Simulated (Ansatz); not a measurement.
# AlCo3: the cost of one run

Method: DFT PBE, scalar-relativistic, plane waves, PAW, in Ansatz 0.2.0.

### 1 The system as given

Symmetry: Im-3m, No. 229, cubic system. Conventional cell: a = 4.744 Å, b = 4.744 Å, c = 4.744 Å, α = 90.00°, β = 90.00°, γ = 90.00°. Al (site symmetry m-3m) is surrounded by 6 Co at 2.37 Å. Around Co (site symmetry 4/mmm) lie 2 Al at 2.37 Å and 4 Co at 2.37 Å.

As a file:

```cif
data_structure
_symmetry_space_group_name_H-M 'P 1'
_symmetry_Int_Tables_number 1
_cell_length_a 4.1083
_cell_length_b 4.1083
_cell_length_c 4.1083
_cell_angle_alpha 109.471
_cell_angle_beta 109.471
_cell_angle_gamma 109.471
_cell_volume 53.38
loop_
_atom_site_label
_atom_site_type_symbol
_atom_site_fract_x
_atom_site_fract_y
_atom_site_fract_z
_atom_site_occupancy
Al1 Al 0.00000 0.00000 0.00000 1
Co1 Co 0.00000 0.50000 0.50000 1
Co2 Co 0.50000 0.00000 0.50000 1
Co3 Co 0.50000 0.50000 0.00000 1
```

The cell is invented: random cell by space group and Wyckoff sites (Im-3m, No. 229). The dimensions are guesses.

### 2 A first look at the guess

input.yaml

```yaml
crystal:
  lattice:
    - [-2.37195592, 2.37195592, 2.37195592]
    - [2.37195592, -2.37195592, 2.37195592]
    - [2.37195592, 2.37195592, -2.37195592]
  atoms:
    - { symbol: Al, position: [0.0, 0.0, 0.0] }
    - { symbol: Co, position: [0.0, 0.5, 0.5], spin: 3.0 }
    - { symbol: Co, position: [0.5, 0.0, 0.5], spin: 3.0 }
    - { symbol: Co, position: [0.5, 0.5, 0.0], spin: 3.0 }
basis:
  ecutwfc: 420
kpoints:
  mp_grid: { grid: [6, 6, 6] }
hamiltonian:
  xc: pbe
scf:
  occupations: { method: gaussian, width: 0.1 }
  lower_state_search: "off"
output:
  forces: true
  stress: true
  eigenvalues: true
  populations: true
magnetization:
  spin_polarized: true
```

The run is started by

```bash
$ ansatz run input.yaml --threads 1 --pin off --max-ram 2560MiB --backend cpu --events-out ev --progress --plain --runs-dir out
```

**Question.** How long does this run take on 1 thread of Arm Neoverse V1, shared host, and how much memory does it need?

About 5.7 s, with a peak of 0.33 GiB.
